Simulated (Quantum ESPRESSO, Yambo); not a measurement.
An input for Yambo 5.3.0 (RbCl (Fm-3m)):

```
HF_and_locXC
gw0
dyson
ppa
em1d
rim_cut
RandQpts= 1000000
RandGvec= 1 RL
EXXRLvcs= 50 Ry
VXCRLvcs= 200 Ry
Chimod= "HARTREE"
% BndsRnXp
 1 | 181 |
%
NGsBlkXp= 13 Ry
% LongDrXp
 0 | 0 | 1 |
%
% GbndRnge
 1 | 181 |
%
DysSolver= "n"
ExtendOut
PPAPntXp= 27.21138 eV
% QPkrange
 1 | 1 | 7 | 10 |
%
```

```sh
OMP_NUM_THREADS=1 mpirun -n 4 yambo -F gw5.in -J gw5 -C gw5 > gw5.log
```

The stored states that it reads are on a 4×4×4 mesh. Symmetry: Fm-3m, No. 225, cubic system. The conventional cell has a = 6.579 Å, b = 6.579 Å, c = 6.579 Å, α = 90.00°, β = 90.00°, γ = 90.00°. Rb has 6 Cl at 3.29 Å nearest. Cl has 6 Rb at 3.29 Å nearest. Farther neighbours and most contacts between anions are not listed.

How long will it take on 4 MPI ranks of Intel Xeon Platinum 8559C (Emerald Rapids), shared host, and how much memory?

It took 2 min; on shared hardware allow 61 s to 4.1 min. Peak host memory was 1.5 GiB.

The screening grows as filled bands × empty bands × pairs of k points, times the square of the screening basis for the matrix.

[Paths, hosts, dates, memory and timing lines, banners, echoed tables and standing remarks are left out of the program output.]

[Logs are printed without paths, hosts, clocks, repeated set-up lines and the standing remarks that a program may print on its own settings, such as how far it seeks lower states.]

[Runs of the session that timed out or met a known fault of the program may be left out.]

[Hosts, paths, dates, database ids (printed as entryN), source tags and the programs' standing remarks are cut or masked in the printed files.]
